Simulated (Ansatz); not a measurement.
Cu (Fm-3m), two-dimensional strain map

All numbers below come from DFT PBE, scalar-relativistic, plane waves, PAW (Ansatz 0.2.0). Settings: plane waves to 420 eV, k-mesh 22×22×22 (Γ-centred), Gaussian smearing 0.15 eV. No spin polarisation. Energies are free energies at this smearing, counted from the undisturbed cell; pressure is positive in compression.

The undisturbed cell (as given, not relaxed at this level; it stands at 1.8 GPa):

```yaml
crystal:
  lattice:
    - [0.00000, 1.80750, 1.80750]
    - [1.80750, 0.00000, 1.80750]
    - [1.80750, 1.80750, 0.00000]
  atoms:
    - { symbol: Cu, position: [0.00000, 0.00000, 0.00000] }
```

The cell is strained by p along both x and y and by q along z, fractional coordinates fixed. Points are written (p, q).

p was sampled at -0.030, -0.015, 0.000, 0.015, 0.030 and q at -0.030, -0.015, 0.000, 0.015, 0.030.

Task: Where on the computed points is the energy highest, and how high?

Result: At (-0.030, -0.030): 62.0 meV/atom.

Task: Away from (0, 0), which computed point is lowest?

Result: (0.000, 0.015): -0.4 meV/atom.

The map, in meV/atom:

| p \ q | -0.030 | -0.015 | 0.000 | 0.015 | 0.030 |
| --- | --- | --- | --- | --- | --- |
| -0.030 | 62.0 | 44.5 | 31.2 | 21.7 | 16.0 |
| -0.015 | 29.7 | 17.7 | 9.5 | 4.8 | 3.3 |
| 0.000 | 10.6 | 3.6 | 0.0 | -0.4 | 2.1 |
| 0.015 | 2.8 | 0.4 | 1.1 | 4.6 | 10.6 |
| 0.030 | 5.0 | 6.8 | 11.3 | 18.4 | 27.7 |